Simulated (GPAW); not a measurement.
BaO:

```
Ba O
1.0
     0.00000    2.76150    2.76150
     2.76150    0.00000    2.76150
     2.76150    2.76150    0.00000
Ba O
1 1
Direct
  0.00000 0.00000 0.00000
  0.50000 0.50000 0.50000
```

The cell was built by a generator and isn't the measured one.

Base run:

* Program: GPAW 26.7.0
* Functional: LDA
* Potentials or basis: the program's PAW data sets (release 1.2.1) made for this functional
* Cutoff: 600 eV
* Basis: pw
* k mesh: 8 × 8 × 8
* Occupations: fermi-dirac, width 0.05 eV
* Spin: no spin polarisation

Its results: band gap on the k mesh 1.83 eV, direct.

The run is repeated on the same cell with these changes: functional from LDA to TB-mBJ; potentials or basis from the program's PAW data sets (release 1.2.1) made for this functional to GPAW PAW data sets for LDA (gpaw-data 1.2.1). What comes out?

Band gap on the k mesh 3.31 eV, direct.

Caveats: spin-orbit coupling is left out, which moves the levels of the heavy elements; a model potential gives levels but no total energy (some runs).
